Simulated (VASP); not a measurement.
Write the native input for VASP 6.6.1 that does the following.

```yaml
Task: single point
Functional: LDA
Potentials_or_basis: VASP PAW LDA potentials, release 64 (O, C, H)
Cutoff: 520 eV
k_mesh: 1 × 1 × 1
Occupations: fermi-dirac, width 0.05 eV
Spin: no spin polarisation
Dipole_correction: no
Further_INCAR_settings: LREAL = Auto; ALGO = Normal; EDIFF = 1e-06; NBANDS = 98
```

The structure of H2CO2 lies in POSCAR:

```
H2CO2
1.0
    7.3876590000      0.0000000000      0.0000000000
    0.0000000000      7.3876590000      0.0000000000
    0.0000000000      0.0000000000      7.3876590000
O C H
16 8 16
Direct
    0.3414072036      1.0062998306      0.7102655929
    0.5652399495      0.8352307544      0.5717643438
    0.4369449104      0.4137982005      0.7031591469
    0.7069627875      0.5569693999      0.7802200941
    0.6067280582      0.5982815395      0.0880657865
    0.7296086622      0.8630203424      0.0341515492
    0.2517712309      0.1848352773      0.2222084154
    0.2551958611      0.3511396506     -0.0275324023
    0.0359247767      0.6812712931      0.0202093789
    0.2972795577      0.8382086937     -0.0060370951
    0.9226874169      0.1150026010      1.0885044911
    0.7055956427      0.2148853920      0.9108839485
    0.1384606409      0.4015480411      0.5549254507
    0.2437714031      0.5537884193      0.3241351557
    0.9045625955     -0.1561387714      0.6661920914
    0.8993782740     -0.0549835882      0.3827328793
    0.4753061829      0.9699283630      0.5876827829
    0.5959939407      0.4851198465      0.6813119014
    0.6500841471      0.7637602115      0.1453775817
    0.3327847157      0.2747419717      0.0960791504
    0.1776340787      0.7686602752      0.0858729403
    0.8585398974      0.2324416977      0.9675730837
    0.1157876940      0.4933091795      0.4056359396
    0.9540776043     -0.0443306872      0.5372608562
    0.3176649058      0.9036421416      0.8073870221
    0.4863651666      1.1067917455      0.5122055579
    0.3799985895      0.4037408873      0.8465739959
    0.6329745323      0.4936746539      0.5413893630
    0.6486087135      0.6116416581     -0.0383071281
    0.6002307362      0.8019455148      0.2882645233
    0.1235980166      0.1361595060      0.1920635481
    0.4745210898      0.2934488449      0.0965393774
    0.0174209448      0.7014400638     -0.1271173994
    0.1861076696      0.8064936403      0.2320897594
    0.8445841910      0.0002842578      1.0911575643
    0.9632550717      0.3576640449      0.9344908854
    0.2811580773      0.3964449361      0.6005420662
   -0.0183007905      0.5093223713      0.3523172902
    0.7897359637     -0.2148583198      0.6232826935
    1.0561261693      0.0566891352      0.5847860601
```

The cell was built by a generator and needn't be a form met in nature.

One way to write it, as run:

INCAR

```
SYSTEM = H2CO2
ALGO = Normal
EDIFF = 1E-6
ENCUT = 520
GGA = CA
ISIF = 2
ISMEAR = -1
LASPH = .TRUE.
LCHARG = .FALSE.
LREAL = Auto
LWAVE = .FALSE.
NBANDS = 98
NELM = 100
PREC = Accurate
SIGMA = 0.05
```

KPOINTS

```
k-points
0
G
  1 1 1
  0 0 0
```

Potentials or basis: VASP PAW LDA potentials, release 64 (O, C, H).

Launch:

```sh
$ cat potpaw_LDA.64/O/POTCAR potpaw_LDA.64/C/POTCAR potpaw_LDA.64/H/POTCAR > POTCAR
$ mpirun -np 1 vasp_gam > vasp.out
```

It gave:

The pressure is 0.1 GPa and the largest force is 4.236 eV/Å. The band gap on the k mesh is 3.95 eV, direct.

Caveat: the standard files for N, O and F lose accuracy on very short bonds.

Wall time 85 s on 1 thread of AMD EPYC 7R43 64-Core Processor (Zen 3), with other jobs on the host, peak memory 0.26 GiB.
